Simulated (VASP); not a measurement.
Here is a VASP 6.6.1 calculation.

Contents of POSCAR:

```
Si
1.0
    0.0000000000      2.7218511865      2.7218511865
    2.7218511865      0.0000000000      2.7218511865
    2.7218511865      2.7218511865      0.0000000000
Si
2
Direct
    0.5000000000      0.5000000000      0.5000000000
    0.7500000000      0.7500000000      0.7500000000
```

File INCAR.step1:

```
SYSTEM = Si
  PREC = Accurate
  ENCUT = 520
  EDIFF = 1E-5
  ISMEAR = 0
  SIGMA = 0.02
  LREAL = .False.
  LASPH = .True.
  NELM = 80
  ALGO = Normal
  ISIF = 2
  LWAVE = .True.
  LCHARG = .False.
  GGA = PE
  KPAR = 4
```

Contents of INCAR.step2:

```
SYSTEM = Si
  PREC = Accurate
  ENCUT = 520
  EDIFF = 1E-6
  ISMEAR = 0
  SIGMA = 0.02
  LREAL = .False.
  LASPH = .True.
  NELM = 80
  ALGO = Normal
  ISIF = 2
  LWAVE = .False.
  LCHARG = .False.
  GGA = PE
  LHFCALC = .True.
  AEXX = 0.25
  PRECFOCK = Fast
  ISTART = 1
  HFRCUT = -1
  KPAR = 4
```

KPOINTS

```
regular mesh
0
Gamma
  6 6 6
  0 0 0
```

The input KPOINTS_OPT:

```
path GXWKGLUWLK,UX
10
line-mode
reciprocal
 0.0000000000  0.0000000000  0.0000000000  G
 0.5000000000  0.0000000000  0.5000000000  X

 0.5000000000  0.0000000000  0.5000000000  X
 0.5000000000  0.2500000000  0.7500000000  W

 0.5000000000  0.2500000000  0.7500000000  W
 0.3750000000  0.3750000000  0.7500000000  K

 0.3750000000  0.3750000000  0.7500000000  K
 0.0000000000  0.0000000000  0.0000000000  G

 0.0000000000  0.0000000000  0.0000000000  G
 0.5000000000  0.5000000000  0.5000000000  L

 0.5000000000  0.5000000000  0.5000000000  L
 0.6250000000  0.2500000000  0.6250000000  U

 0.6250000000  0.2500000000  0.6250000000  U
 0.5000000000  0.2500000000  0.7500000000  W

 0.5000000000  0.2500000000  0.7500000000  W
 0.5000000000  0.5000000000  0.5000000000  L

 0.5000000000  0.5000000000  0.5000000000  L
 0.3750000000  0.3750000000  0.7500000000  K

 0.6250000000  0.2500000000  0.6250000000  U
 0.5000000000  0.0000000000  0.5000000000  X
```

Potentials or basis: VASP PAW PBE potentials, release 64 (Si).

Command:

```sh
$ cat potpaw_PBE.64/Si/POTCAR > POTCAR
$ cp INCAR.step1 INCAR
$ mpirun -np 4 vasp_std > vasp.out
$ cp INCAR.step2 INCAR
$ mpirun -np 4 vasp_std > vasp.out
```

(1) Estimate the band gap on the k mesh.

(2) Predict the pressure.

(3) Predict the band gap along the path.

## Answers

(1) 1.97 eV, indirect (least direct gap 3.99 eV).

(2) -0.7 GPa.

(3) 1.83 eV, indirect (least direct gap 3.99 eV).

Caveat: the PAW data sets were made with another functional, which shifts forces and pressure a little; the mesh misses the band edges, which the band path finds closer together.
